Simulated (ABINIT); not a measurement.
# SiC (F-43m): G0W0 on several meshes in ABINIT

Wanted: mesh dependence and cost of G0W0 for SiC (F-43m).

Main program and level: ABINIT 10.8.3; LDA and many-body steps on it, plane waves.

## (1) Starting point

Symmetry: F-43m, No. 216, cubic system. Conventional cell: a = 4.358 Å, b = 4.358 Å, c = 4.358 Å, α = 90.00°, β = 90.00°, γ = 90.00°. Nearest to Si lie 4 C at 1.89 Å. C has 4 Si at 1.89 Å nearest. Farther neighbours are not listed.

The cell and positions come from the Crystallography Open Database and are kept as given unless a step says otherwise.

## (2) Empty states on the mesh, 6×6×6 mesh, 537 bands

This step: ABINIT 10.8.3; DFT, LDA, plane waves, norm-conserving pseudopotentials.

The sums over transitions need many empty states on a uniform mesh; this step solves for them.

The input, run.abi:

```
acell 3*1.0 Angstrom
rprim 
  -0.000000000000 2.179000000000 2.179000000000
  2.179000000000 -0.000000000000 2.179000000000
  2.179000000000 2.179000000000 -0.000000000000
ntypat 2
znucl 14 6
natom 2
typat 1 2
xred 
  0.000000000000 0.000000000000 0.000000000000
  0.250000000000 0.250000000000 0.250000000000
pp_dirpath "pseudos"
pseudos "Si.upf, C.upf"
ecut 37
ngkpt 6 6 6
nshiftk 1
shiftk 0 0 0
kptopt 1
chksymbreak 0
irdden 1
istwfk *1
nband 537
prtvol 0
optdriver 6
gwr_task "HDIAGO"
paral_kgb 0
occopt 1
indata_prefix "in"
outdata_prefix "out"
tmpdata_prefix "tmp"
```

Run with:

```
OMP_NUM_THREADS=1 mpirun -n 4 abinit run.abi > log
```

The program printed:

```text
.Version 10.8.3 of ABINIT. v10.8.2 released Aug 2026.

 Symmetries : space group F-4 3 m (#216); Bravais cF (face-center cubic)
[... echo of the input left out ...]
== DATASET  1 ==================================================================
-   mpi_nproc: 4, omp_nthreads: 1 (-1 if OMP is not activated)

--- !DatasetInfo
iteration_state: {dtset: 1, }
dimensions: {natom: 2, nkpt: 16, mband: 537, nsppol: 1, nspinor: 1, nspden: 1, mpw: 1524, }
cutoff_energies: {ecut:  37.0, pawecutdg:  -1.0, }
[...]
Indirect band gap semiconductor
 Fundamental gap:     1.327 (eV)
   VBM:     7.107 (eV) at k: [ 0.0000E+00,  0.0000E+00,  0.0000E+00]
   CBM:     8.434 (eV) at k: [ 5.0000E-01,  5.0000E-01,  0.0000E+00]
 Direct gap:         4.526 (eV) at k: [ 5.0000E-01,  5.0000E-01,  0.0000E+00]

== END DATASET(S) ==============================================================
================================================================================

 -outvars: echo values of variables after computation  --------
           etotal      0.0000000000E+00
            nband         537
             nkpt          16
          spgroup         216
 [... the other variables as echoed above ...]

 Calculation completed.
```

Run time: 16 s. Hardware: 4 MPI ranks of Arm Neoverse V1, shared host; peak memory 0.77 GiB; 64 s of CPU time.

Numbers from this step:

```
gap                                                           : 1.327 eV
k of the valence top                                          : 0, 0, 0
k of the conduction bottom                                    : 0.5, 0.5, 0
least direct gap                                              : 4.526 eV
k points computed                                             : 16
lowest point of the top converged band, above the valence top : 453.3010 eV
```

On this mesh the gap is 1.327 eV.

The density comes from a self-consistent run that is not shown.

## (3) Screening, 6×6×6 mesh, 108 bands, screening to 203.5 eV

The RPA dielectric matrix is built and inverted for each q.

This step: RPA screening on LDA, plane waves, norm-conserving pseudopotentials.

run.abi: that of step 2 with these lines changed.

```diff
@@ -20,10 +20,11 @@
 chksymbreak 0
-irdden 1
 istwfk *1
-nband 537
-prtvol 0
-optdriver 6
-gwr_task "HDIAGO"
-paral_kgb 0
 occopt 1
+irdwfk 1
+optdriver 3
+nband 108
+ecuteps 7.48
+inclvkb 2
+awtr 1
+symchi 1
 indata_prefix "in"
```

The program printed:

```text
.Version 10.8.3 of ABINIT. v10.8.2 released Aug 2026.

 Symmetries : space group F-4 3 m (#216); Bravais cF (face-center cubic)
[... echo of the input left out ...]
== DATASET  1 ==================================================================
-   mpi_nproc: 4, omp_nthreads: 1 (-1 if OMP is not activated)

--- !DatasetInfo
iteration_state: {dtset: 1, }
dimensions: {natom: 2, nkpt: 16, mband: 108, nsppol: 1, nspinor: 1, nspden: 1, mpw: 1524, }
cutoff_energies: {ecut:  37.0, pawecutdg:  -1.0, }
electrons: {nelect:   8.00000000E+00, charge:   0.00000000E+00, occopt:   1.00000000E+00, tsmear:   1.00000000E-02, }

 SCREENING: Calculation of the susceptibility and dielectric matrices

 Based on a program developped by R.W. Godby, V. Olevano, G. Onida, and L. Reining.
 Incorporated in ABINIT by V. Olevano, G.-M. Rignanese, and M. Torrent.
.Using double precision arithmetic ; gwpc =  8

[... cell and pseudopotentials left out ...]
--------------------------------------------------------------------------------

 ==== K-mesh for the wavefunctions ====
 Number of points in the irreducible wedge :    16
[... list of points left out ...]
 Together with 24 symmetry operations and time-reversal symmetry
 yields   216 points in the full Brillouin Zone.

 ==== Q-mesh for the screening function ====
 Number of points in the irreducible wedge :    16
[... list of points left out ...]
 Together with 24 symmetry operations and time-reversal symmetry
 yields   216 points in the full Brillouin Zone.

 setmesh: FFT mesh size selected  =    24x   24x   24
          total number of points  =        13824

 vcoul_init : cutoff-mode = AUXILIARY_FUNCTION
 q-points for optical limit:   1
     1)      0.000010    0.000020    0.000030

- screening: taking advantage of time-reversal symmetry
- Maximum band index for partially occupied states nbvw = 4
- Remaining bands to be divided among processors   nbcw = 104
- Number of bands treated by each node ~26

 Number of electrons calculated from density =    8.0000; Expected =    8.0000
 average of density, n =  0.057292
 r_s =    1.6092
 omega_plasma =   23.0888 [eV]

 calculating chi0 at frequencies [eV] :
  1    0.000000E+00    0.000000E+00
  2    0.000000E+00    2.308880E+01

--------------------------------------------------------------------------------
  q-point number  1        q = ( 0.000000, 0.000000, 0.000000) [r.l.u.]
--------------------------------------------------------------------------------
[... chi0 elements left out ...]
 For q-point:  0.000010 0.000020 0.000030
  dielectric constant =   7.1965
  dielectric constant without local fields =   7.8570

  Average fulfillment of the sum rule on Im[epsilon] for q-point    1 :     92.47  [%]
[... wings left out ...]
  q-point number  2        q = ( 0.166667, 0.000000, 0.000000) [r.l.u.]
--------------------------------------------------------------------------------
[... chi0 elements left out ...]
  Average fulfillment of the sum rule on Im[epsilon] for q-point    2 :     96.28  [%]

 [... 14 further q-points ...]
```

Elapsed: 41 s, on 4 MPI ranks; peak memory 0.78 GiB.

Numbers from this step:

| Property | Result |
| --- | --- |
| ε∞ with local fields, on this mesh, along the program's q direction | 7.197 |
| the same without local fields | 7.857 |
| plasma frequency | 23.09 eV |
| plane waves in the screening matrix | 137 |

Local fields lower ε∞ by 8 %.

## (4) 6×6×6

The self-energy is evaluated for the states that the input lists, and the levels follow from it, in one-shot runs by the linearised quasiparticle equation.

This step: G0W0 on LDA, plane waves, norm-conserving pseudopotentials.

run.abi: that of step 3 with these lines changed.

```diff
@@ -23,8 +23,19 @@
 irdwfk 1
-optdriver 3
+optdriver 4
 nband 108
+gwcalctyp 0
+ecutsigx 37
+symsigma 1
+nkptgw 3
+kptgw 
+  0.0000000000 0.0000000000 0.0000000000
+  0.5000000000 0.5000000000 0.0000000000
+  0.5000000000 0.0000000000 0.0000000000
+bdgw 
+  2 8
+  3 6
+  3 7
 ecuteps 7.48
-inclvkb 2
-awtr 1
-symchi 1
+irdscr 1
+ppmodel 1
 indata_prefix "in"
```

The program printed:

```text
.Version 10.8.3 of ABINIT. v10.8.2 released Aug 2026.

 Symmetries : space group F-4 3 m (#216); Bravais cF (face-center cubic)
[... echo of the input left out ...]
== DATASET  1 ==================================================================
-   mpi_nproc: 4, omp_nthreads: 1 (-1 if OMP is not activated)

--- !DatasetInfo
iteration_state: {dtset: 1, }
dimensions: {natom: 2, nkpt: 16, mband: 108, nsppol: 1, nspinor: 1, nspden: 1, mpw: 1524, }
cutoff_energies: {ecut:  37.0, pawecutdg:  -1.0, }
electrons: {nelect:   8.00000000E+00, charge:   0.00000000E+00, occopt:   1.00000000E+00, tsmear:   1.00000000E-02, }

 SIGMA: Calculation of the GW corrections

 Based on a program developped by R.W. Godby, V. Olevano, G. Onida, and L. Reining.
 Incorporated in ABINIT by V. Olevano, G.-M. Rignanese, and M. Torrent.
.Using double precision arithmetic ; gwpc =  8

[... cell and pseudopotentials left out ...]
--------------------------------------------------------------------------------

 ==== K-mesh for the wavefunctions ====
 Number of points in the irreducible wedge :    16
[... list of points left out ...]
 Together with 24 symmetry operations and time-reversal symmetry
 yields   216 points in the full Brillouin Zone.

 ==== Q-mesh for screening function ====
 Number of points in the irreducible wedge :    16
[... list of points left out ...]
 Together with 24 symmetry operations and time-reversal symmetry
 yields   216 points in the full Brillouin Zone.

 vcoul_init : cutoff-mode = AUXILIARY_FUNCTION
 q-points for optical limit:   1
     1)      0.000010    0.000020    0.000030
 setmesh: FFT mesh size selected  =    32x   32x   32
          total number of points  =        32768

 Number of electrons calculated from density =    8.0000; Expected =    8.0000
 average of density, n =  0.057292
 r_s =    1.6092
 omega_plasma =   23.0888 [eV]

 === KS Band Gaps ===
  >>>> For spin  1
   Minimum direct gap =   4.5260 [eV], located at k-point      :   0.5000  0.5000  0.0000
   Fundamental gap    =   1.3272 [eV], Top of valence bands at :   0.0000  0.0000  0.0000
                                       Bottom of conduction at :   0.5000  0.5000  0.0000
 SIGMA fundamental parameters:
 PLASMON POLE MODEL  1
 number of plane-waves for SigmaX                 1459
 number of plane-waves for SigmaC and W            137
 number of plane-waves for wavefunctions          1459
 number of bands                                   108
 number of independent spin polarizations            1
 number of spinorial components                      1
 number of k-points in IBZ                          16
 number of q-points in IBZ                          16
 number of symmetry operations                      24
 number of k-points in BZ                          216
 number of q-points in BZ                          216
 number of frequencies for dSigma/dE                 9
 frequency step for dSigma/dE [eV]                0.25
 number of omega for Sigma on real axis              0
 max omega for Sigma on real axis  [eV]           0.00
 zcut for avoiding poles [eV]                     0.10

 EPSILON^-1 parameters (SCR file):
 dimension of the eps^-1 matrix on file            137
 dimension of the eps^-1 matrix used               137
 number of plane-waves for wavefunctions          1459
 number of bands                                   108
 number of q-points in IBZ                          16
 number of frequencies                               2
 number of real frequencies                          1
 number of imag frequencies                          1

 matrix elements of self-energy operator (all in [eV])

 Perturbative Calculation

--- !SelfEnergy_ee
iteration_state: {dtset: 1, }
kpoint     : [   0.000,    0.000,    0.000, ]
spin       : 1
KS_gap     :    6.285
QP_gap     :    7.250
Delta_QP_KS:    0.964
data: !SigmaeeData |
     Band     E0 <VxcDFT>   SigX SigC(E0)      Z dSigC/dE  Sig(E)    E-E0       E
        2   7.107 -14.825 -17.542   1.903   0.791  -0.264 -15.469  -0.644   6.463
        3   7.107 -14.825 -17.542   1.903   0.791  -0.264 -15.469  -0.644   6.463
        4   7.107 -14.825 -17.542   1.903   0.791  -0.264 -15.469  -0.644   6.463
        5  13.392 -13.266  -7.555  -5.304   0.788  -0.269 -12.945   0.320  13.713
        6  14.309 -11.391  -5.848  -5.141   0.804  -0.243 -11.068   0.324  14.633
        7  14.309 -11.391  -5.848  -5.141   0.804  -0.243 -11.068   0.324  14.633
[...]
--- !SelfEnergy_ee
iteration_state: {dtset: 1, }
kpoint     : [   0.500,    0.500,    0.000, ]
spin       : 1
KS_gap     :    4.526
QP_gap     :    5.683
Delta_QP_KS:    1.157
data: !SigmaeeData |
     Band     E0 <VxcDFT>   SigX SigC(E0)      Z dSigC/dE  Sig(E)    E-E0       E
[...]
--- !SelfEnergy_ee
iteration_state: {dtset: 1, }
kpoint     : [   0.500,    0.000,    0.000, ]
spin       : 1
KS_gap     :    6.446
QP_gap     :    7.544
Delta_QP_KS:    1.099
data: !SigmaeeData |
     Band     E0 <VxcDFT>   SigX SigC(E0)      Z dSigC/dE  Sig(E)    E-E0       E
[...]
5  12.493 -12.249  -6.953  -4.868   0.804  -0.244 -11.905   0.344  12.837
        6  14.259 -11.096  -5.446  -5.112   0.808  -0.237 -10.661   0.434  14.693
        7  14.259 -11.096  -5.446  -5.112   0.808  -0.237 -10.661   0.434  14.693

== END DATASET(S) ==============================================================
================================================================================

 -outvars: echo values of variables after computation  --------
           etotal      0.0000000000E+00
            nband         108
             nkpt          16
          spgroup         216
 [... the other variables as echoed above ...]

 Calculation completed.
```

It took 13 s on 4 MPI ranks; peak memory 0.79 GiB; 54 s of CPU time.

This step gave:

* G0W0 gap on the points computed: 2.227 eV
* starting gap on the mesh: 1.327 eV
* k of the valence top: 0, 0, 0
* k of the conduction bottom: 0.5, 0.5, 0
* Z at the valence top: 0.791
* Z at the conduction bottom: 0.819
* least direct G0W0 gap on the computed points: 5.683 eV

The gap on the mesh goes from 1.33 eV to 2.23 eV, a correction of +0.90 eV.

## (5) Empty states on the mesh, 8×8×8 mesh, 116 bands

This step: DFT, LDA, plane waves, norm-conserving pseudopotentials.

The input, run.abi:

```
acell 3*1.0 Angstrom
rprim 
  -0.000000000000 2.179000000000 2.179000000000
  2.179000000000 -0.000000000000 2.179000000000
  2.179000000000 2.179000000000 -0.000000000000
ntypat 2
znucl 14 6
natom 2
typat 1 2
xred 
  0.000000000000 0.000000000000 0.000000000000
  0.250000000000 0.250000000000 0.250000000000
pp_dirpath "pseudos"
pseudos "Si.upf, C.upf"
ecut 37
ngkpt 8 8 8
nshiftk 1
shiftk 0 0 0
kptopt 1
chksymbreak 0
irdden 1
istwfk *1
nband 116
prtvol 0
optdriver 6
gwr_task "HDIAGO"
paral_kgb 0
occopt 1
indata_prefix "in"
outdata_prefix "out"
tmpdata_prefix "tmp"
```

The program printed:

```text
[banner, memory and clock lines left out]
.Version 10.8.3 of ABINIT. v10.8.2 released Aug 2026.

 Symmetries : space group F-4 3 m (#216); Bravais cF (face-center cubic)
[... echo of the input left out ...]
== DATASET  1 ==================================================================
-   mpi_nproc: 4, omp_nthreads: 1 (-1 if OMP is not activated)

--- !DatasetInfo
iteration_state: {dtset: 1, }
dimensions: {natom: 2, nkpt: 29, mband: 116, nsppol: 1, nspinor: 1, nspden: 1, mpw: 1524, }
cutoff_energies: {ecut:  37.0, pawecutdg:  -1.0, }
[...]
Integrated=    8.0000E+00

 === KS gaps after direct diagonalization ===
 Indirect band gap semiconductor
 Fundamental gap:     1.327 (eV)
   VBM:     7.107 (eV) at k: [ 0.0000E+00,  0.0000E+00,  0.0000E+00]
   CBM:     8.434 (eV) at k: [ 5.0000E-01,  5.0000E-01,  0.0000E+00]
 Direct gap:         4.526 (eV) at k: [ 5.0000E-01,  5.0000E-01,  0.0000E+00]

== END DATASET(S) ==============================================================

 -outvars: echo values of variables after computation  --------
           etotal      0.0000000000E+00
            nband         116
             nkpt          29
          spgroup         216
 [... the other variables as echoed above ...]

 Calculation completed.
```

It took 25 s on 4 MPI ranks; peak memory 0.75 GiB; 100 s of CPU time.

Numbers from this step:

- gap: 1.327 eV
- k of the valence top: 0, 0, 0
- k of the conduction bottom: 0.5, 0.5, 0
- least direct gap: 4.526 eV
- k points computed: 29
- lowest point of the top converged band, above the valence top: 146.3064 eV

On this mesh the gap is 1.327 eV.

## (6) Screening, 8×8×8 mesh, 108 bands, screening to 203.5 eV

This step: RPA screening on LDA, plane waves, norm-conserving pseudopotentials.

run.abi: that of step 5 with these lines changed.

```diff
@@ -20,10 +20,11 @@
 chksymbreak 0
-irdden 1
 istwfk *1
-nband 116
-prtvol 0
-optdriver 6
-gwr_task "HDIAGO"
-paral_kgb 0
 occopt 1
+irdwfk 1
+optdriver 3
+nband 108
+ecuteps 7.48
+inclvkb 2
+awtr 1
+symchi 1
 indata_prefix "in"
```

The program printed:

```text
.Version 10.8.3 of ABINIT. v10.8.2 released Aug 2026.

 Symmetries : space group F-4 3 m (#216); Bravais cF (face-center cubic)
[... echo of the input left out ...]
== DATASET  1 ==================================================================
-   mpi_nproc: 4, omp_nthreads: 1 (-1 if OMP is not activated)

--- !DatasetInfo
iteration_state: {dtset: 1, }
dimensions: {natom: 2, nkpt: 29, mband: 108, nsppol: 1, nspinor: 1, nspden: 1, mpw: 1524, }
cutoff_energies: {ecut:  37.0, pawecutdg:  -1.0, }
electrons: {nelect:   8.00000000E+00, charge:   0.00000000E+00, occopt:   1.00000000E+00, tsmear:   1.00000000E-02, }

 SCREENING: Calculation of the susceptibility and dielectric matrices

 Based on a program developped by R.W. Godby, V. Olevano, G. Onida, and L. Reining.
 Incorporated in ABINIT by V. Olevano, G.-M. Rignanese, and M. Torrent.
.Using double precision arithmetic ; gwpc =  8

[... cell and pseudopotentials left out ...]
--------------------------------------------------------------------------------

 ==== K-mesh for the wavefunctions ====
 Number of points in the irreducible wedge :    29
[... list of points left out ...]
 Together with 24 symmetry operations and time-reversal symmetry
 yields   512 points in the full Brillouin Zone.

 ==== Q-mesh for the screening function ====
 Number of points in the irreducible wedge :    29
[... list of points left out ...]
 Together with 24 symmetry operations and time-reversal symmetry
 yields   512 points in the full Brillouin Zone.

 setmesh: FFT mesh size selected  =    24x   24x   24
          total number of points  =        13824

 vcoul_init : cutoff-mode = AUXILIARY_FUNCTION
 q-points for optical limit:   1
     1)      0.000010    0.000020    0.000030

- screening: taking advantage of time-reversal symmetry
- Maximum band index for partially occupied states nbvw = 4
- Remaining bands to be divided among processors   nbcw = 104
- Number of bands treated by each node ~26

 Number of electrons calculated from density =    8.0000; Expected =    8.0000
 average of density, n =  0.057292
 r_s =    1.6092
 omega_plasma =   23.0888 [eV]

 calculating chi0 at frequencies [eV] :
  1    0.000000E+00    0.000000E+00
  2    0.000000E+00    2.308880E+01

--------------------------------------------------------------------------------
  q-point number  1        q = ( 0.000000, 0.000000, 0.000000) [r.l.u.]
--------------------------------------------------------------------------------
[... chi0 elements left out ...]
 For q-point:  0.000010 0.000020 0.000030
  dielectric constant =   6.7717
  dielectric constant without local fields =   7.4099

  Average fulfillment of the sum rule on Im[epsilon] for q-point    1 :     92.45  [%]
[... wings left out ...]
  q-point number  2        q = ( 0.125000, 0.000000, 0.000000) [r.l.u.]
--------------------------------------------------------------------------------
[... chi0 elements left out ...]
  Average fulfillment of the sum rule on Im[epsilon] for q-point    2 :     96.58  [%]

 [... 27 further q-points ...]
```

It took 3.3 min on 4 MPI ranks; peak memory 1.3 GiB; 13 min of CPU time.

Numbers from this step:

```
ε∞ with local fields, on this mesh, along the program's q direction : 6.772
the same without local fields                                       : 7.410
plasma frequency                                                    : 23.09 eV
plane waves in the screening matrix                                 : 137
```

(Part 1 of 2 ends here.)

[Paths, hosts, dates, memory and timing lines, banners, echoed tables and standing remarks are left out of the program output.]

[Logs are printed without paths, hosts, clocks, repeated set-up lines and the standing remarks that a program may print on its own settings, such as how far it seeks lower states.]

[Runs of the session that timed out or met a known fault of the program may be left out.]

[Hosts, paths, dates, database ids (printed as entryN), source tags and the programs' standing remarks are cut or masked in the printed files.]

[G0W0 gaps are taken among the corrected bands and points alone; a level outside them can change the order at an edge.]

[Where Ansatz stands beside ABINIT at settings called matched, ABINIT's density can come from a denser mesh and the files from another edition; pairs whose starting gaps differed by over 0.03 eV were left out, so agreement reads better than it is.]
